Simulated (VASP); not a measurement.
Set up this calculation in VASP 6.6.1, as the native input.

```
Task                   : relaxation of cell and atoms
Functional             : PBE
Dispersion             : D3(BJ)
Potentials or basis    : VASP PAW PBE potentials, release 64 (Se, W_sv)
Cutoff                 : 600 eV
k mesh                 : 12 × 12 × 1
Occupations            : gaussian, width 0.03 eV
Spin                   : no spin polarisation
Further INCAR settings : ALGO = Normal; EDIFF = 1e-06; IBRION = 2; EDIFFG = -0.01; NSW = 90; ISIF = 3
```

The structure of WSe2 lies in POSCAR:

```
WSe2
1.0
    3.2900000000      0.0000000000      0.0000000000
   -1.6450000000      2.8492235800      0.0000000000
    0.0000000000      0.0000000000     27.8312600000
Se W
4 2
Direct
    0.3333333300      0.6666666700      0.3233773800
    0.3333333300      0.6666666700      0.4436112500
    0.6666666700      0.3333333300      0.5563887500
    0.6666666700      0.3333333300      0.6766226200
    0.6666666700      0.3333333300      0.3834943200
    0.3333333300      0.6666666700      0.6165056800
```

These files were run (other wordings do the same):

INCAR

```
SYSTEM = WSe2
PREC = Accurate ; ENCUT = 600
EDIFF = 1E-6 ; ISMEAR = 0
SIGMA = 0.03 ; LREAL = .False.
LASPH = .True. ; NELM = 80
ALGO = Normal ; ISIF = 3
LWAVE = .False. ; LCHARG = .False.
GGA = PE ; IVDW = 12
IBRION = 2 ; NSW = 90
EDIFFG = -0.01 ; LATTICE_CONSTRAINTS = .TRUE. .TRUE. .FALSE.
KPAR = 4
```

KPOINTS

```
regular mesh
0
Gamma
  12 12 1
  0 0 0
```

Potentials or basis: VASP PAW PBE potentials, release 64 (Se, W_sv).

Command:

```sh
$ cat potpaw_PBE.64/Se/POTCAR potpaw_PBE.64/W_sv/POTCAR > POTCAR
$ mpirun -np 4 vasp_std > vasp.out
```

It gave:

```yaml
Relaxed_volume: 43.34 Å³/atom
Relaxed_cell: a = 3.285 Å, b = 3.285 Å, c = 27.831 Å, α = 90.00°, β = 90.00°, γ = 120.00°
Space_group_after_relaxing_to_0.05_Å: P-3m1 (No. 164)
Energy_gained_by_relaxing: 1.3 meV/atom
Ionic_steps: 14
Largest_force_after_relaxing: 0.007 eV/Å
Band_gap_on_the_k_mesh: 1.28 eV, indirect (least direct gap 1.62 eV)
Dispersion_energy_per_atom: -0.403 eV
```

Caveat: spin-orbit coupling is left out, which moves the levels of the heavy elements.

Run time: 13 min on 4 MPI ranks on AMD EPYC 7R13 Processor (Zen 3), on a shared host, peak memory 0.56 GiB a rank.
